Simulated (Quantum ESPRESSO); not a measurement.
The system is ZrO2.

```
CELL_PARAMETERS angstrom
0.00000 2.54507 2.54507
2.54507 0.00000 2.54507
2.54507 2.54507 0.00000
ATOMIC_POSITIONS crystal
Zr 0.00000 0.00000 0.00000
O 0.75000 0.75000 0.75000
O 0.25000 0.25000 0.25000
```

Measurements of this composition are mostly on another form, of space group No. 14.

Base run:

- Program: Quantum ESPRESSO 7.5
- Functional: PBE
- Potentials or basis: SSSP 1.3 efficiency PBE
- Cutoff: 748 eV
- Density cutoff: 5987 eV
- k mesh: 9 × 9 × 9
- Occupations: fermi-dirac, width 0.05 eV
- Spin: no spin polarisation
- Hubbard terms: Zr d U = 8 eV

Its results: band gap on the k mesh 5.49 eV, indirect (least direct gap 5.55 eV); pressure 14.4 GPa.

Question: The run is repeated on the same cell with these changes: hubbard terms from Zr d U = 8 eV to Zr d U = 1 eV. What comes out?

Answer: Band gap on the k mesh 3.64 eV, indirect (least direct gap 4.12 eV); pressure 4.4 GPa.

Caveats: an odd mesh through Γ misses points on the zone boundary, where band edges often lie.
